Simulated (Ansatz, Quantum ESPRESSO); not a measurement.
# Ti: the pressure in 2 programs

The cell as given:

```cif
data_structure
_symmetry_space_group_name_H-M 'P6/mmm'
_symmetry_Int_Tables_number 191
_cell_length_a 4.5674
_cell_length_b 4.5674
_cell_length_c 2.8262
_cell_angle_alpha 90.000
_cell_angle_beta 90.000
_cell_angle_gamma 120.000
_cell_volume 51.06
loop_
_atom_site_label
_atom_site_type_symbol
_atom_site_symmetry_multiplicity
_atom_site_Wyckoff_symbol
_atom_site_fract_x
_atom_site_fract_y
_atom_site_fract_z
_atom_site_occupancy
Ti1 Ti 2 d 0.66667 0.33333 0.50000 1
Ti2 Ti 1 a 0.00000 0.00000 0.00000 1
```

This isn't the form of Ti at room conditions, which is hcp.

Kept alike: task relaxation of cell and atoms; functional PBEsol; k mesh 7 × 7 × 9; occupations fermi-dirac, width 0.05 eV; no spin polarisation. The mesh is that of the run's cell of 3 atoms. No spin-orbit coupling.

- A: Ansatz, all-electron LAPW, scalar-relativistic
- B: Quantum ESPRESSO, GBRV 1.5 PBEsol, cutoff 707 eV

| pressure (GPa) | A: volume (Å³/atom) | B: volume (Å³/atom) |
| --- | --- | --- |
| 0 | 16.468 | 16.467 |
| 5 | 15.840 | 15.839 |
| 10 | 15.305 | 15.305 |

Values hold for each row's relaxed cell, which stops near the pressure aimed at. The runs follow the start's structure, whether or not it is the stable one at these pressures.

How large is the effect of the pressure, and do the programs agree on it?

From 0 to 10 GPa the volume moves by -1.163 in A, -1.162 in B (Å³/atom). Row by row the programs differ by 0.000 to 0.001, and over this span the shifts, as printed, agree within 1 %.
